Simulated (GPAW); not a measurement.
# PbSe (Clausthalite) (Fm-3m) in GPAW: notebook

One crystal, PbSe (Clausthalite), is run at these levels: PBE, PBE+D3; tasks: band structure, equation of state.

Program: GPAW 26.7.0. These are calculated values, not measurements. Logs are shortened: lines on timing, memory, paths and dates and some standing lists are left out, and cuts for length are marked. The log counts tension as positive stress, the text compression.

**What was measured.**

A printed reference work, monograph reports, for a bulk crystal of PbSe at 300 K: band gap 0.28 eV (direct).

The results are compared with them further down.

## Step 1: The structure

It takes space group Fm-3m (No. 225, cubic). Conventional cell: a = 6.121 Å, b = 6.121 Å, c = 6.121 Å, α = 90.00°, β = 90.00°, γ = 90.00°. Pb (site symmetry m-3m) has 6 Se at 3.06 Å as nearest neighbours. Se (site symmetry m-3m) is surrounded by 6 Pb at 3.06 Å.

## Step 2: Band structure, PBE

run.py reads:

```python
from ase.dft.bandgap import bandgap
from ase.io import read, write
from gpaw import GPAW

atoms = read('PbSe.xyz')

calc = GPAW(mode='fd',
            h=0.16,
            xc='PBE',
            kpts={'size': (6, 6, 6), 'gamma': True},
            occupations={'name': 'fermi-dirac', 'width': 0.05},
            nbands=19,
            convergence={'density': 1e-05, 'energy': 1e-05},
            maxiter=150,
            txt='gpaw.txt')
atoms.calc = calc
energy = atoms.get_potential_energy()
forces = atoms.get_forces()
calc.write('gs.gpw')
write('result.traj', atoms)
print(f'Energy: {energy:.6f} eV')
print('Forces (eV/A):')
print(forces.round(4))
print('Fermi level:', round(calc.get_fermi_level(), 4), 'eV')
print(f'Gap: {bandgap(calc)[0]:.4f} eV, direct: {bandgap(calc, direct=True)[0]:.4f} eV')

path = atoms.cell.bandpath('GXWKGLUWLK,UX', npoints=100, eps=1e-4)
bs_calc = calc.fixed_density(kpts=path, symmetry='off', nbands=31,
                             convergence={'bands': 'CBM+6.0', 'eigenstates': 1e-6}, txt='bands.txt')
bs = bs_calc.band_structure()
bs.write('bs.json')
print(f'Gap on the path: {bandgap(bs_calc)[0]:.4f} eV')
```

PbSe.xyz reads:

```xyz
2
Lattice="0.0000000000 3.0606500000 3.0606500000 3.0606500000 0.0000000000 3.0606500000 3.0606500000 3.0606500000 0.0000000000" Properties=species:S:1:pos:R:3 pbc="T T T"
Pb     0.0000000000      0.0000000000      0.0000000000
Se     3.0606500000      3.0606500000      3.0606500000
```

Potentials or basis: GPAW PAW data sets (gpaw-data 1.2.1), fd.

Launch:

```bash
OMP_NUM_THREADS=1 python run.py
```

gpaw.txt:

```text
__  _  _
 | _ |_)|_||  |
 |__||  | ||/\| - 26.7.0

Input parameters:
  mode=FD(),
  convergence={'density': 1e-05, 'energy': 1e-05},
  h=0.16,
  kpts=MonkhorstPack(size=(6, 6, 6), gamma=True),
  maxiter=150,
  nbands=19,
  occupations=Occupations(name='fermi-dirac', width=0.05),
  xc=XC(name='PBE')

Diagonalizing LCAO Hamiltonian
Converting LCAO to fd mode

                Se

       Pb

Atoms  # Å, Bohr magnetons
|   | symbol |        x |        y |        z |    initial magnetic moments |
|---|--------|----------|----------|----------|-----------------------------|
| 0 |     Pb | 0.000000 | 0.000000 | 0.000000 | ( 0.0000,  0.0000,  0.0000) |
| 1 |     Se | 3.060650 | 3.060650 | 3.060650 | ( 0.0000,  0.0000,  0.0000) |

Unit cell  # Å
| periodic |        x |        y |        z |  lengths |    angles |
|----------|----------|----------|----------|----------|-----------|
|      yes | 0.000000 | 3.060650 | 3.060650 | 4.328413 | 60.000000 |
|      yes | 3.060650 | 0.000000 | 3.060650 | 4.328413 | 60.000000 |
|      yes | 3.060650 | 3.060650 | 0.000000 | 4.328413 | 60.000000 |

Number of symmetries: 48
Symmetry operations  # r_c * U_cc + t_c -> r_c
|    | kind |            matrix            |
|----|------|------------------------------|
|  0 |  σ   |  1, 0, 0,  1, 0,-1,  1,-1, 0 |
|  1 |  C2  |  1, 0, 0,  1,-1, 0,  1, 0,-1 |
|  2 |  E   |  1, 0, 0,  0, 1, 0,  0, 0, 1 |
|  3 |  σ   |  1, 0, 0,  0, 0, 1,  0, 1, 0 |
|  4 |  C4  |  1, 0,-1,  1, 0, 0,  1,-1, 0 |
|  5 |  S6  |  1, 0,-1,  1,-1, 0,  1, 0, 0 |
|  6 |  σ   |  1, 0,-1,  0, 1,-1,  0, 0,-1 |
|  7 |  C3  |  1, 0,-1,  0, 0,-1,  0, 1,-1 |
|  8 |  S6  |  1,-1, 0,  1, 0, 0,  1, 0,-1 |
|  9 |  C4  |  1,-1, 0,  1, 0,-1,  1, 0, 0 |
| 10 |  C3  |  1,-1, 0,  0,-1, 1,  0,-1, 0 |
| 11 |  σ   |  1,-1, 0,  0,-1, 0,  0,-1, 1 |
| 12 |  σ   |  0, 1, 0,  1, 0, 0,  0, 0, 1 |
| 13 |  C4  |  0, 1, 0,  0, 1,-1, -1, 1, 0 |
| 14 |  C3  |  0, 1, 0,  0, 0, 1,  1, 0, 0 |
| 15 |  S6  |  0, 1, 0, -1, 1, 0,  0, 1,-1 |
| 16 |  C2  |  0, 1,-1,  1, 0,-1,  0, 0,-1 |
| 17 |  σ   |  0, 1,-1,  0, 1, 0, -1, 1, 0 |
| 18 |  S4  |  0, 1,-1,  0, 0,-1,  1, 0,-1 |
| 19 |  C4  |  0, 1,-1, -1, 1, 0,  0, 1, 0 |
| 20 |  C3  |  0, 0, 1,  1, 0, 0,  0, 1, 0 |
| 21 |  σ   |  0, 0, 1,  0, 1, 0,  1, 0, 0 |
| 22 |  S6  |  0, 0, 1,  0,-1, 1, -1, 0, 1 |
| 23 |  C4  |  0, 0, 1, -1, 0, 1,  0,-1, 1 |
| 24 |  S4  |  0, 0,-1,  1, 0,-1,  0, 1,-1 |
| 25 |  C3  |  0, 0,-1,  0, 1,-1,  1, 0,-1 |
| 26 |  C2  |  0, 0,-1,  0,-1, 0, -1, 0, 0 |
| 27 |  S6  |  0, 0,-1, -1, 0, 0,  0,-1, 0 |
| 28 |  S4  |  0,-1, 1,  1,-1, 0,  0,-1, 0 |
| 29 |  C4  |  0,-1, 1,  0, 0, 1, -1, 0, 1 |
| 30 |  C2  |  0,-1, 1,  0,-1, 0,  1,-1, 0 |
| 31 |  σ   |  0,-1, 1, -1, 0, 1,  0, 0, 1 |
| 32 |  C3  |  0,-1, 0,  1,-1, 0,  0,-1, 1 |
| 33 |  S6  |  0,-1, 0,  0, 0,-1, -1, 0, 0 |
| 34 |  S4  |  0,-1, 0,  0,-1, 1,  1,-1, 0 |
| 35 |  C2  |  0,-1, 0, -1, 0, 0,  0, 0,-1 |
| 36 |  C2  | -1, 1, 0,  0, 1, 0,  0, 1,-1 |
| 37 |  S6  | -1, 1, 0,  0, 1,-1,  0, 1, 0 |
| 38 |  S4  | -1, 1, 0, -1, 0, 1, -1, 0, 0 |
| 39 |  C3  | -1, 1, 0, -1, 0, 0, -1, 0, 1 |
| 40 |  S6  | -1, 0, 1,  0, 0, 1,  0,-1, 1 |
| 41 |  C2  | -1, 0, 1,  0,-1, 1,  0, 0, 1 |
| 42 |  C3  | -1, 0, 1, -1, 1, 0, -1, 0, 0 |
| 43 |  S4  | -1, 0, 1, -1, 0, 0, -1, 1, 0 |
| 44 |  C2  | -1, 0, 0,  0, 0,-1,  0,-1, 0 |
| 45 |  i   | -1, 0, 0,  0,-1, 0,  0, 0,-1 |
| 46 |  σ   | -1, 0, 0, -1, 1, 0, -1, 0, 1 |
| 47 |  C2  | -1, 0, 0, -1, 0, 1, -1, 1, 0 |

BZ-sampling:
  Number of BZ points: 216
  Number of IBZ points: 16

  Monkhorst-Pack size: [6, 6, 6]
  Monkhorst-Pack shift: [0.08333333333333333, 0.08333333333333333, 0.08333333333333333]

K-points  # in reciprocal-cell coordinates
|     |                                coordinates |     weight |
|-----|--------------------------------------------|------------|
|   0 | (  0.00000000,   0.00000000,   0.00000000) | 0.00462963 |
|   1 | (  0.16666667,   0.16666667,   0.00000000) | 0.02777778 |
|   2 | (  0.16666667,   0.16666667,   0.16666667) | 0.03703704 |
|   3 | (  0.33333333,   0.16666667,   0.16666667) | 0.05555556 |
|   4 | (  0.33333333,   0.33333333,  -0.33333333) | 0.05555556 |
|   5 | (  0.33333333,   0.33333333,   0.00000000) | 0.02777778 |
|   6 | (  0.33333333,   0.33333333,   0.16666667) | 0.11111111 |
|   7 | (  0.33333333,   0.33333333,   0.33333333) | 0.03703704 |
|   8 | (  0.50000000,   0.33333333,  -0.33333333) | 0.11111111 |
|   9 | (  0.50000000,   0.33333333,  -0.16666667) | 0.05555556 |
| ... |                                            |            |
|  15 | (  0.50000000,   0.50000000,   0.50000000) | 0.01851852 |

Uniform wave function grid shape: (np.int64(24), np.int64(24), np.int64(24))
Spin-components: 1 (collinear spins)
Bands:           19
Projectors:      11
Spin-degeneracy: 2
Datatype:        complex128

Parallelization:
  kpt:    1
  domain: 1
  band:   1

Density:
  Valence electrons: 20.0
  Components: 1
  Grid points: [24 24 24]
  Charge: 0.0  # |e|

Potential:
  Grid points: [24 24 24]

species:
  Pb:
    name:    Lead
    Z:       82.0
    valence: 14
    core:    68
    charge:  0.0  # [|e|]
    compensation charges:
      type: gauss
      rc: 0.38  # [Å]
      lmax: 2
    cutoffs:
      filter: 2.36  # [Å]
      core: 2.43  # [Å]
    projectors
    | kind |    occ | energy [eV] | rcut [Å] |
    |------|--------|-------------|----------|
    |   6s |  2.000 |     -11.969 |    1.259 |
    |   6p |  2.000 |      -3.506 |    1.275 |
    |   5d | 10.000 |     -21.211 |    1.217 |
    |    s |        |      15.243 |    1.259 |
    |    p |        |      23.705 |    1.275 |
    |    d |        |       6.001 |    1.217 |

    Using partial waves for Pb as LCAO basis

  Se:
    name:    Selenium
    Z:       34.0
    valence: 6
    core:    28
    charge:  0.0  # [|e|]
    compensation charges:
      type: gauss
      rc: 0.27  # [Å]
      lmax: 2
    cutoffs:
      filter: 1.77  # [Å]
      core: 2.67  # [Å]
    projectors
    | kind |    occ | energy [eV] | rcut [Å] |
    |------|--------|-------------|----------|
    |   4s |  2.000 |     -17.277 |    0.847 |
    |   4p |  4.000 |      -6.512 |    1.005 |
    |    s |        |       9.935 |    0.847 |
    |    p |        |      20.699 |    1.005 |
    |    d |        |       0.000 |    0.847 |

    Using partial waves for Se as LCAO basis

Reference energy: -633377.995495  # eV

eigensolver:
  PPCG
  Converge bands: occupied
  niter=2

density mixing:
  MSR1-Mixer
  Pratt-step length: 0.05
  Maximum mixing coefficient: 0.75
  Old densities: 10
  SVD Regularization: 0.005
  Good broyden scale: 1.0
  Trust region scale: 1.0
  Backstep threshold: 4.0
  History deletion threshold: 6.0
  Fourier metric: weight=20.0, sigma=0.015

occupation numbers:
  Fermi-Dirac:
    width: 0.0500  # eV

FastPoissonSolver using
    Stencil: 12*3+1=37 point O(h^6) finite-difference Laplacian
    FFT axes: [np.int64(0), np.int64(1), np.int64(2)]
    FST axes: []

xc functional:
  name: PBE with 2 nearest neighbor stencil
interpolation: tri-quintic # 5. degree polynomial

convergence criteria:
- Maximum integral of absolute [dens]ity change: 1e-05 electrons / valence electron
- Maximum [total energy] change in last 3 cyles: 1e-05 eV / valence electron
- Maximum integral of absolute [eigenst]ate change: 4e-08 eV^2 / valence electron
maximum number of iterations: 150

SCF iterations
|iter     | |      energy | eigst |  dens |
|---------|-|-------------|-------|-------|
|iter:   1| |   -8.642469 | +0.31 |       |
|iter:   2| |   -8.597178 | -1.14 | -1.23 |
|iter:   3| |   -8.405694 | -1.33 | -1.28 |
|iter:   4| |   -8.407721 | -2.64 | -1.89 |
|iter:   5| |   -8.408494 | -3.44 | -2.28 |
|iter:   6| |   -8.408547 | -4.38 | -3.16 |
|iter:   7| |   -8.408551c| -5.21 | -3.76 |
|iter:   8| |   -8.408552c| -5.92 | -4.50 |
|iter:   9| |   -8.408551c| -6.68 | -5.03c|
|iter:  10| |   -8.408551c| -7.32 | -5.51c|
|iter:  11| |   -8.408551c| -7.67c| -6.08c|

Converged in 11 steps
Energy contributions relative to reference atoms: (reference = -633377.995495)

Energy contributions:
  Kinetic:          19.596061
  Coulomb:         -19.802924
  Zero:             -0.015384
  External:          0.000000
  Xc:               -8.185785
  Entropy:          -0.001038
  Spinorbit:         0.000000
  ----------------------------
  Free energy:      -8.409071
  Extrapolated:     -8.408551

dipole moment: (-25.873846, -25.873846, -25.873846)  # |e|*Ang

Fermi level: 6.261
Eigenvalues  # (at kpt = [0.000, 0.000, 0.000])
| band index |      eig [eV] | occ [0-2] |
|------------|---------------|-----------|
|          0 |       -10.723 |     2.000 |
|        ... |               |           |
|          2 |       -10.722 |     2.000 |
|          3 |       -10.722 |     2.000 |
|          4 |       -10.721 |     2.000 |
|          5 |        -7.480 |     2.000 |
|          6 |        -0.129 |     2.000 |
|          7 |         4.212 |     2.000 |
[... 9 lines left out ...]
|         17 |        14.529 |     0.000 |
|         18 |        15.109 |     0.000 |

Gap: 0.243 eV
Transition (v -> c):
  (s=0, k=15, n=9, [0.50, 0.50, 0.50]) -> (s=0, k=15, n=10, [0.50, 0.50, 0.50])
No difference between direct/indirect transitions

Forces  # eV/Ang
|        x |        y |        z |
|----------|----------|----------|
|  0.00000 | -0.00000 | -0.00000 |  # Pb   0
| -0.00000 |  0.00000 |  0.00000 |  # Se   1

# Writing to gs.gpw (mode='')
```

Run time: 6.8 min. Hardware: 1 thread of Arm Neoverse V1, shared host; peak memory 1.2 GiB.

Results:

```yaml
Free_energy: -8.4091 eV
Band_gap_on_the_k_mesh: 0.24 eV, direct
Band_gap_along_the_path: 0.24 eV, direct
```

Levels at the corners of the path, in eV from the valence-band top:
| point | band 6 | band 7 | band 8 | band 9 | band 10 | band 11 | band 12 | band 13 | band 14 |
| --- | --- | --- | --- | --- | --- | --- | --- | --- | --- |
| Γ | -13.62 | -6.27 | -1.93 | -1.93 | -1.93 | 4.65 | 4.65 | 4.65 | 6.49 |
| X | -12.19 | -7.34 | -5.03 | -3.28 | -3.28 | 3.66 | 5.55 | 5.55 | 5.99 |
| W | -12.17 | -7.98 | -4.28 | -4.28 | -0.82 | 1.83 | 4.91 | 4.91 | 7.69 |
| K | -12.21 | -8.00 | -4.62 | -2.77 | -2.43 | 3.35 | 3.96 | 5.39 | 5.79 |
| Γ | -13.62 | -6.27 | -1.93 | -1.93 | -1.93 | 4.65 | 4.65 | 4.65 | 6.49 |
| L | -12.57 | -8.78 | -1.51 | -1.51 | 0.00 | 0.24 | 1.64 | 1.64 | 8.52 |
| U | -12.21 | -8.00 | -4.62 | -2.77 | -2.43 | 3.35 | 3.96 | 5.39 | 5.79 |
| W | -12.17 | -7.98 | -4.28 | -4.28 | -0.82 | 1.83 | 4.91 | 4.91 | 7.69 |
| L | -12.57 | -8.78 | -1.51 | -1.51 | 0.00 | 0.24 | 1.64 | 1.64 | 8.52 |
| K | -12.21 | -8.00 | -4.62 | -2.77 | -2.43 | 3.35 | 3.96 | 5.39 | 5.79 |
| U | -12.21 | -8.00 | -4.62 | -2.77 | -2.43 | 3.35 | 3.96 | 5.39 | 5.79 |
| X | -12.19 | -7.34 | -5.03 | -3.28 | -3.28 | 3.66 | 5.55 | 5.55 | 5.99 |

Caveat: the real-space grid adds noise to forces; spin-orbit coupling is left out, which as a rule narrows the gap of such compounds by several tenths of an eV.

## Step 3: Equation of state, PBE+D3

run.py reads:

```python
from ase.calculators.mixing import SumCalculator
from ase.eos import EquationOfState
from ase.io import Trajectory, read
from ase.units import GPa
from dftd3.ase import DFTD3
from gpaw import GPAW, PW

atoms = read('PbSe.xyz')

traj = Trajectory('eos.traj', 'w')
volumes, energies = [], []
for x in [0.94, 0.96, 0.98, 1.0, 1.02, 1.04, 1.06]:
    a = atoms.copy()
    a.set_cell(atoms.cell * x**(1 / 3), scale_atoms=True)
    calc = GPAW(mode=PW(600),
                xc='PBE',
                kpts={'size': (6, 6, 6), 'gamma': True},
                occupations={'name': 'fermi-dirac', 'width': 0.05},
                nbands=19,
                convergence={'density': 1e-05, 'energy': 1e-05},
                maxiter=150,
                txt=f'eos-{x:.2f}.txt')
    a.calc = SumCalculator([calc, DFTD3(method='pbe', damping='d3zero')])
    energies.append(a.get_potential_energy())
    volumes.append(a.get_volume())
    p = -a.get_stress()[:3].mean() / GPa
    calc.write(f'eos-{x:.2f}.gpw')
    traj.write(a)
    print(f'{x:.2f} {volumes[-1]:10.4f} A^3 {energies[-1]:14.6f} eV {p:9.3f} GPa', flush=True)

v0, e0, B = EquationOfState(volumes, energies, eos='birchmurnaghan').fit()
print(f'V0 = {v0:.4f} A^3, E0 = {e0:.6f} eV, B0 = {B / GPa:.2f} GPa')
```

PbSe.xyz is that of step 2.

Potentials or basis: GPAW PAW data sets (gpaw-data 1.2.1), pw.

Launch:

```bash
OMP_NUM_THREADS=1 python run.py
```

Run time: 73 s. Hardware: 1 thread of Arm Neoverse V1, shared host; peak memory 0.28 GiB.

Results (log left out):

| Quantity | Value |
| --- | --- |
| Equilibrium volume | 29.26 Å³/atom |
| Bulk modulus | 47 GPa |
| Pressure derivative of the bulk modulus | 4.0 (rough: it moves with the points fitted) |

Energy against volume, from the lowest point:
```
volume (Å³/atom)  energy (meV/atom)
          26.951              30.68
          27.524              16.78
          28.097               7.27
          28.671               1.80
          29.244               0.00
          29.818               1.54
          30.391               6.01
```

The run has no spin-orbit coupling, so splittings on Pb are missing.

## Step 4: How close it comes

Step 2. A measured gap of PbSe is 0.28 eV (direct; 300 K; a printed reference work, monograph); the calculated 0.24 eV misses it by -0.04 eV. 2 values of this kind are on record (0.15 to 0.28 eV); this one was drawn at random. Spin-orbit coupling on Pb, Se is left out. The value is that of PBE, without temperature or zero-point motion. Semilocal functionals fall short of measured gaps as a rule.

Step 3. The cell as given is a measured one (28.67 Å³/atom); PBE+D3 puts the equilibrium volume +2.1 % from it, thermal expansion not counted.
